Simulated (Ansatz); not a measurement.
V:

```
CELL_PARAMETERS angstrom
-1.51435 1.51435 1.51435
1.51435 -1.51435 1.51435
1.51435 1.51435 -1.51435
ATOMIC_POSITIONS crystal
V 0.00000 0.00000 0.00000
```

Program: Ansatz 0.2.0. Alike in all runs: potentials or basis Ansatz PAW; spin collinear, ferromagnetic start; cell as given.

Order these runs on this cell by their pressure, lowest first.
A. level LDA; k mesh 12 × 12 × 12; cutoff (eV) 420; smearing fermi-dirac 0.05 eV; points for each segment of the path 14; mesh quality not flagged
B. level r2SCAN50; k mesh 6 × 6 × 6; cutoff (eV) 500; smearing fermi-dirac 0.05 eV; mesh quality coarse
C. level RPBE; k mesh 12 × 12 × 12; cutoff (eV) 420; smearing gaussian 0.1 eV; mesh quality not flagged
D. level r2SCAN+D3(BJ)+U; U V d U = 4 eV; k mesh 12 × 12 × 12; cutoff (eV) 500; smearing methfessel-paxton 0.1 eV; points for each segment of the path 14; hubbard projectors ortho-atomic (the default); double counting fll (the default); mesh quality not flagged
E. level HSE03; k mesh 6 × 6 × 6; cutoff (eV) 420; smearing fermi-dirac 0.05 eV; points for each segment of the path 4; mesh quality coarse

A (-17.8 GPa), E (-7.3 GPa), B (-3.0 GPa), C (-1.2 GPa), D (38.6 GPa).

Caveats: some runs use coarse meshes; the PAW data sets come from PBE, with cores solved anew for the run's functional, which leaves a small shift of forces and pressure; the magnetic or orbital state may not be the lowest (some runs); the thresholds are loose for stress (some runs); the starting moments weren't kept (some runs); a pressure of tens of GPa on the cell as given is suspect, and the run, the potentials or the cell itself is likely at fault (some runs); pairwise dispersion overbinds metals, which lowers pressure and volume (some runs); the U is typed as a test and isn't derived for this compound (some runs).

Runs at the PBE level aren't shown here.
